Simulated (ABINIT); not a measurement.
Here is an ABINIT 10.8.3 (patched build) calculation.

File run.abi:

```
ndtset 7
getwfk -1
scalecart1 3*0.9795861087
scalecart2 3*0.9864848297
scalecart3 3*0.9932883884
scalecart4 3*1.0000000000
scalecart5 3*1.0066227096
scalecart6 3*1.0131594038
scalecart7 3*1.0196128224

pp_dirpath "./"
pseudos "Ag.GGA_PBE-JTH.xml, Br.GGA_PBE-JTH.xml"

acell 3*1.0
rprim
     0.0000000000     5.4237974366     5.4237974366
     5.4237974366     0.0000000000     5.4237974366
     5.4237974366     5.4237974366     0.0000000000
ntypat 2
znucl 47 35
natom 2
typat 1 2
xred
     0.0000000000     0.0000000000     0.0000000000
     0.5000000000     0.5000000000     0.5000000000

ecut 462.593566 eV
pawecutdg 34.0

kptopt 1
ngkpt 8 8 8
nshiftk 1
shiftk 0.0 0.0 0.0

ixc -106132

nband 13
occopt 3
tsmear 0.05 eV

nstep 100
tolvrs 1.0e-9

iomode 3
prtwf 1
prtden 0
prteig 0
prtebands 0
enunit 2
```

Potentials or basis: JTH PAW PBE v2.0.

The run is started by

```sh
$ abinit run.abi > log 2>&1
```

(1) Predict the bulk modulus.

(2) Estimate the equilibrium volume.

(3) Estimate the pressure derivative of the bulk modulus.

## Answers

(1) 40 GPa.

(2) 24.90 Å³/atom.

(3) 5.5 (rough: it moves with the points fitted).

Caveat: pressures at fixed basis lie under the slope of the energies; the PAW data sets were made with another functional, which shifts forces and pressure a little.
